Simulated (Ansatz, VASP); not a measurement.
**ZnH2: VASP beside Ansatz**

```
Zn H
1.0
     0.00000    2.55748    2.55748
     2.55748    0.00000    2.55748
     2.55748    2.55748    0.00000
Zn H
1 2
Cartesian
  1.2787 1.2787 1.2787
  0.0000 0.0000 0.0000
  3.8362 3.8362 3.8362
```

Alike in both runs: task relaxation of cell and atoms; functional PBE; k mesh 6 × 6 × 6; occupations gaussian, width 0.1 eV; no spin polarisation.

```csv
,VASP,Ansatz
version,VASP 6.6.1,Ansatz 0.2.0
potentials or method,"VASP PAW PBE potentials, release 64 (Zn, H)","scalar-relativistic, plane waves, PAW"
plane-wave cutoff (eV),600,420
valence electrons in the cell,14,14
```

Ansatz gave:

```
gap on the k mesh at the Fermi level, each at its own relaxed structure (eV) : none
relaxed volume (Å³/atom)                                                     : 8.03
relaxed cell length with the largest relative difference (Å)                 : 3.241
energy change over the relaxation (meV/atom)                                 : -148
```

Task: Which values does VASP return?

Result: gap on the k mesh at the Fermi level, each at its own relaxed structure (eV): none; relaxed volume (Å³/atom): 8.05; relaxed cell length with the largest relative difference (Å): 3.244; energy change over the relaxation (meV/atom): -147.

A gap of «none» marks a metal or a gap that the smearing closes.

Caveats: the volume moved by over 15 % at a fixed basis, so the end points are rough (VASP).
